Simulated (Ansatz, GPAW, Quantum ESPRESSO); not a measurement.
## HfN: 6 runs at one level of theory

```xyz
2
Lattice="0.0000 2.2560 2.2560 2.2560 0.0000 2.2560 2.2560 2.2560 0.0000" Properties=species:S:1:pos:R:3 pbc="T T T"
Hf    0.0000    0.0000    0.0000
N     2.2560    2.2560    2.2560
```

Alike in all runs: task band structure; functional PBEsol; k mesh 10 × 10 × 10; occupations fermi-dirac, width 0.05 eV; no spin polarisation; no spin-orbit coupling. Pressure is positive in compression and, in plane waves, holds the error of the finite cutoff, which Ansatz's Pulay term estimates and takes out.

```tsv
program and potentials	plane-wave cutoff (eV)	notes	pressure (GPa)
Ansatz, Ansatz PAW	420	potentials made for PBE, which Ansatz adapts in part; 15.5 valence electrons an atom on average; Pulay term of +0.52 GPa included	-1.93
Quantum ESPRESSO, GBRV 1.5 PBEsol	612	8.5 valence electrons an atom on average	-2.83
Ansatz, PAW datasets made for the crystal	440	15.5 valence electrons an atom on average	-1.87
Ansatz, all-electron LAPW, scalar-relativistic	-	-	-1.87
GPAW, PAW data sets generated for this functional	800	8.5 valence electrons an atom on average	-1.62
Quantum ESPRESSO, PseudoDojo 0.4.1 SR PBEsol standard	1143	8.5 valence electrons an atom on average	?
```

Problem. Estimate from the other rows what the run with Quantum ESPRESSO, PseudoDojo 0.4.1 SR PBEsol standard gave.

Solution. Pressure -2.81 GPa. The other rows, which needn't bracket it: pressure -2.83 to -1.62.
